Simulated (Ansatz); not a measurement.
# KF: which shells make which states

```
K F
1.0
     0.00000    2.70989    2.70989
     2.70989    0.00000    2.70989
     2.70989    2.70989    0.00000
K F
1 1
Direct
  0.00000 0.00000 0.00000
  0.50000 0.50000 0.50000
```

Atom numbers follow the list: K1, F2.

The structure comes from a relaxation in the same program, started in the rocksalt type, and has space group Fm-3m. Whether it is a known phase or the ground state wasn't checked.

Computed with DFT, PBE, all-electron LAPW, scalar-relativistic (Ansatz 0.2.0).

Sampling and basis: a Γ-centred 16×16×16 k mesh, Fermi–Dirac smearing of 0.08 eV, basis error target 1 meV/atom, no spin polarisation.

Weights are projections on a minimal set of Löwdin-orthogonalised atomic shells, summed over atoms of an element; the rest lies outside that basis, and weights on diffuse cation s shells are inflated where empty shells are missing from it. Energies are in eV from the valence-band top.

Points: W (0.500, 0.250, 0.750), Γ (0.000, 0.000, 0.000).

```
           state  character
W, -9.86 eV (×2)          ?
     W, -9.61 eV          ?
     W, -0.37 eV  F 2p 97 %
W, -0.17 eV (×2)  F 2p 97 %
Γ, -9.52 eV (×3)          ?
 Γ, 0.00 eV (×3)          ?
```

Question: What belongs in the row "W, -9.86 eV (×2)", column "character"?

Answer: K 3p 98 %.

Question: Fill in "character" for the row "Γ, -9.52 eV (×3)".

Answer: K 3p 99 %.

Question: Give the missing entry: row "W, -9.61 eV", column "character".

Answer: K 3p 100 %.

Question: Give the missing entry: row "Γ, 0.00 eV (×3)", column "character".

Answer: F 2p 99 %.
